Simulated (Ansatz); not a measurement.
## SiMo3 (Pm-3n), generalised stacking fault

All numbers below come from DFT PBE, scalar-relativistic, plane waves, PAW (Ansatz). The runs took a 420 eV cutoff, a Γ-centred 8×8×4 mesh and Gaussian smearing (0.15 eV). No spin polarisation. Energies are free energies at this smearing, counted from the undisturbed cell; pressure is positive in compression.

The starting cell (relaxed at this level; it needn't be the usual structure):

```
CELL_PARAMETERS angstrom
0.00000 -4.90645 0.00000
0.00000 0.00000 -4.90645
9.81291 0.00000 0.00000
ATOMIC_POSITIONS crystal
Si 0.00000 0.00000 0.43750
Si 0.00000 0.00000 0.93750
Si 0.50000 0.50000 0.18750
Si 0.50000 0.50000 0.68750
Mo 0.00000 0.50000 0.06250
Mo 0.00000 0.50000 0.56250
Mo 0.25000 0.00000 0.18750
Mo 0.25000 0.00000 0.68750
Mo 0.00000 0.50000 0.31250
Mo 0.00000 0.50000 0.81250
Mo 0.75000 0.00000 0.18750
Mo 0.75000 0.00000 0.68750
Mo 0.50000 0.25000 0.93750
Mo 0.50000 0.25000 0.43750
Mo 0.50000 0.75000 0.93750
Mo 0.50000 0.75000 0.43750
```

The cut lies on the cell's a–b face, a (1 0 0) plane (indices in the standard cell, whose axes needn't be the Cartesian ones shown) of area 24.07 Å², between layers 1.23 Å apart. Vector c is tilted by f times 1·a − 1·b (length 6.939 Å) with the atoms' Cartesian places fixed: one unrelaxed fault a cell. The cell is metallic on the mesh throughout.

```
     f  γ (mJ/m²)
0.0000          0
0.1667       3714
0.3333      14893
0.5000      12996
```

(1) Predict the shear traction, the slope of γ along the slip (GPa) at each point.

Answers

(1)
| f | shear traction, the slope of γ along the slip (GPa) |
| --- | --- |
| 0.0000 | 0.0 |
| 0.1667 | 58.7 |
| 0.3333 | 107.4 |
| 0.5000 | 0.0 |

Cost: 4 runs of about 18 core-minutes in all, on Oxide Virtual Turin-like Processor (Zen 5) (shared hosts).